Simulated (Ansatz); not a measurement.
PbI2, space group P-3m1, a G0W0 quasiparticle calculation

Program: Ansatz 0.2.0 through its Python package.

The cells in order, each with its output:

**Cell 1**
```python
import warnings

import ansatz as az
from pymatgen.core import Lattice, Structure
from pymatgen.io.ase import AseAtomsAdaptor
```

**Cell 2**
```python
warnings.simplefilter("ignore", az.DeckWarning)
```

**Cell 3**
```python
pmg_structure = Structure(
    Lattice([(4.555, 0.0, 0.0), (-2.2775, 3.94474571, 0.0), (0.0, 0.0, 6.977)]),
    ["Pb", "I", "I"],
    [
        (0.0, 0.0, 0.0),
        (1 / 3, 2 / 3, 0.265),
        (2 / 3, 1 / 3, 0.735),
    ],
)
pbi2 = az.Crystal.from_ase(AseAtomsAdaptor.get_atoms(pmg_structure))
```

**Cell 4**
```python
pbi2.resolved().sites[-1]
```
Output:
```text
Site(symbol='I', position=(0.6666666666666666, 0.3333333333333333, 0.735), moment=None, axis=None, held=None, saved=None)
```

**Cell 5**
```python
model = (
    pbi2.calculation()
    .functional("pbesol")
    .pseudopotentials("paw")
    .basis(35 * az.Ry)
    .kpoints(3, 3, 2)
    .occupations("fixed")
    .gw(empty_bands=100, screening_cutoff=100, quasiparticle_bands=("v1", "c1"))
)
events = []
result = model.session().plan().execute(on_event=events.append, runs_dir="gw_run")
gw = next(e["data"] for e in events if e["event"] == "gw_qp")
top = gw["frontier_bands"]["highest_filled_band"]
print(" k band    E_KS   Sigma_x  Sigma_c     Vxc      Z    E_QP (eV)")
for qp in gw["qp"]:
    print(f"{qp['ik']:2d} {qp['band']:4d} {qp['eps_ks_ev']:7.3f} {qp['sigma_x_ev']:9.3f} {qp['sigma_c_at_ks_ev']:8.3f} {qp['vxc_ev']:8.3f} {qp['z']:6.3f} {qp['e_qp_ev']:8.3f}")
for key, label in (("eps_ks_ev", "Kohn-Sham"), ("e_qp_ev", "G0W0")):
    filled = max(qp[key] for qp in gw["qp"] if qp["band"] <= top)
    empty = min(qp[key] for qp in gw["qp"] if qp["band"] > top)
    print(f"{label} gap on the mesh: {empty - filled:.3f} eV")
print("static dielectric eigenvalues (RPA, this mesh):", [round(e, 3) for e in gw["screening"][0]["eps_tensor_eigenvalues"]])
```
Output:
```text
 k band    E_KS   Sigma_x  Sigma_c     Vxc      Z    E_QP (eV)
 0   24   4.318   -17.331    2.179  -14.718  0.785    3.979
 0   25   7.403    -7.385   -3.136  -11.311  0.811    8.041
 1   24   5.031   -17.374    1.666  -15.439  0.792    4.818
 1   25   7.147    -7.217   -3.179  -11.174  0.814    7.778
 2   24   4.712   -17.163    1.815  -14.971  0.791    4.414
 2   25   7.828    -7.746   -3.133  -11.723  0.811    8.509
 3   24   4.400   -16.783    1.852  -14.485  0.791    4.048
 3   25   8.235    -8.329   -3.090  -12.304  0.809    8.947
 4   24   4.329   -16.541    1.835  -14.221  0.793    3.945
 4   25   9.302    -9.615   -3.188  -13.948  0.801   10.212
 5   24   4.955   -17.477    1.765  -15.384  0.793    4.696
 5   25   8.338    -7.960   -3.119  -11.958  0.810    9.047
Kohn-Sham gap on the mesh: 2.115 eV
G0W0 gap on the mesh: 2.960 eV
static dielectric eigenvalues (RPA, this mesh): [5.075, 6.966, 6.966]
```

Reading the output:
- Absolute energies stand on the zero of these potentials, so only differences at equal settings mean something. A total without «per atom» is that of the whole cell that was run.
- The k-point mesh is coarse, and energy and stress weren't tested for convergence.
- The starting cell is as deposited in a crystallographic database; the results hold for this polymorph, which needn't be the stable one.
- Mesh, empty bands and screening cutoff are small, so the quasiparticle gap isn't converged, and it is read on the mesh points alone. Spin-orbit coupling is left out, which matters for heavy elements.
- The whole script took 12 s on 1 thread of AMD EPYC 9R45 96-Core Processor (Zen 5) (shared host), peak memory 0.57 GiB.
